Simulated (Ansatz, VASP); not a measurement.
**KF: VASP beside Ansatz**

The input INCAR:

```
PREC = Accurate
ENCUT = 520
EDIFF = 1E-6
ISMEAR = 0
SIGMA = 0.02
LREAL = False
LASPH = True
NELM = 80
ALGO = Fast
ISIF = 2
LWAVE = False
LCHARG = False
GGA = PE
NBANDS = 15
```

Contents of KPOINTS:

```
Automatic mesh
0
Gamma
  8 8 8
```

File POSCAR:

```
KF
1.0
    3.1812941024      0.0000000000      0.0000000000
    0.0000000000      3.1812941024      0.0000000000
    0.0000000000      0.0000000000      3.1812941024
K F
1 1
Direct
    0.0000000000      0.0000000000      0.0000000000
    0.5000000000      0.5000000000      0.5000000000
```

Input for Ansatz:

```yaml
crystal:
  lattice:
    - [3.1812941024, 0.0, 0.0]
    - [0.0, 3.1812941024, 0.0]
    - [0.0, 0.0, 3.1812941024]
  atoms:
    - { symbol: K, position: [0.0, 0.0, 0.0] }
    - { symbol: F, position: [0.5, 0.5, 0.5] }
basis:
  ecutwfc: 420
kpoints:
  mp_grid: { grid: [8, 8, 8] }
hamiltonian:
  xc: pbe
scf:
  occupations: { method: gaussian, width: 0.02 }
output:
  forces: true
  stress: true
  eigenvalues: true
```

Alike in both runs: task single point; functional PBE; k mesh 8 × 8 × 8; occupations gaussian, width 0.02 eV; no spin polarisation.

|  | VASP | Ansatz |
| --- | --- | --- |
| version | VASP 6.6.1 | Ansatz 0.2.0 |
| potentials or method | VASP PAW PBE potentials, release 64 (K_sv, F) | scalar-relativistic, plane waves, PAW |
| plane-wave cutoff (eV) | 520 | 420 |
| valence electrons in the cell | 16 | 16 |

```tsv
	VASP	Ansatz	Ansatz less VASP
gap on the k mesh at the Fermi level (eV)	6.78	6.80	+0.018
least direct gap on the mesh (eV)	6.82	6.84	+0.017
pressure (GPa)	2.9	2.8	-0.07
```

With one functional, cell and mesh, what is left measures potentials, basis and numerics.

A k mesh can miss the band edges.
